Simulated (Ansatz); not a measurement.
# How fast does H move in SiO2?

Method: Ansatz, DFT PBE, scalar-relativistic, plane waves, PAW. Run with 420 eV cutoff, 2×2×2 k-mesh, shifted by half a step, Gaussian smearing of 0.02 eV, no spin polarisation.

Host crystal, relaxed:

```xyz
6
Lattice="-2.5131 2.5131 3.6859 2.5131 -2.5131 3.6859 2.5131 2.5131 -3.6859" Properties=species:S:1:pos:R:3 pbc="T T T"
Si    0.0000    0.0000    0.0000
Si    0.0000    2.5131    1.8429
O     0.4648    1.2566    0.9215
O     1.2566    2.9780    2.7644
O    -1.2566    2.0483    2.7644
O    -0.4648    3.7697    0.9215
```

In a supercell of 24 host sites with charge -1, interstitial H hops to an equivalent place, moving 1.98 Å. Climbing-image nudged elastic band at fixed cell; the order of the saddle wasn't checked, and the small cell leaves errors of about a tenth of an eV. Zero-point motion and tunnelling, which matter for H, are left out.

| image | path (Å) | E − E(0) (eV) |
| --- | --- | --- |
| 0 | 0.00 | 0.000 |
| 1 | 0.93 | 0.074 |
| 2 | 1.86 | 0.226 |
| 3 | 2.79 | 0.522 |
| 4 | 4.11 | 0.502 |
| 5 | 5.43 | 0.029 |
| 6 | 6.75 | 0.000 |

Problem. What are the barriers forward and back, and what attempt frequency does the shape suggest?

Solution. Forward 0.52 eV, back 0.52 eV, the ends being level. For a sinusoidal profile E_b sin²(πx/l), with the H atom alone moving, ν = (1/l)√(E_b/2m) = 2.5×10¹³ s⁻¹, within an order of magnitude of the customary 10¹³ s⁻¹; a true prefactor needs the vibrations at the minimum and at the saddle.

Problem. With ν = 10¹³ s⁻¹, give the forward jump rate along this one path, the wait 1/k for that jump, the diffusivity D ≈ l²k and the distance √(Dt) covered in an hour at 300, 600 and 1000 K, taking the host as solid throughout.

Solution. k = ν exp(−E_b/k_BT):
```
T (K) k (1/s) wait (s) D (cm²/s)  √(Dt) in 1 h (nm)
  300   1.7×10⁴   5.9×10⁻⁵  6.6×10⁻¹²               1538
  600   4.1×10⁸   2.4×10⁻⁹   1.6×10⁻⁷            2.4×10⁵
 1000  2.3×10¹⁰  4.3×10⁻¹¹   9.1×10⁻⁶            1.8×10⁶
```

D = l²k holds for six equivalent jumps in three dimensions (z l²k/6) and is a scale otherwise. Long-range transport needs a connected net of such jumps, and traps slow it. D is that of an interstitial already there. An error of 0.1 eV in the barrier changes k by a factor of 48 at 300 K and 3.2 at 1000 K.

Cost: 1 run of about 62 core-minutes, on AMD EPYC 7B13 (Zen 3) (shared hosts).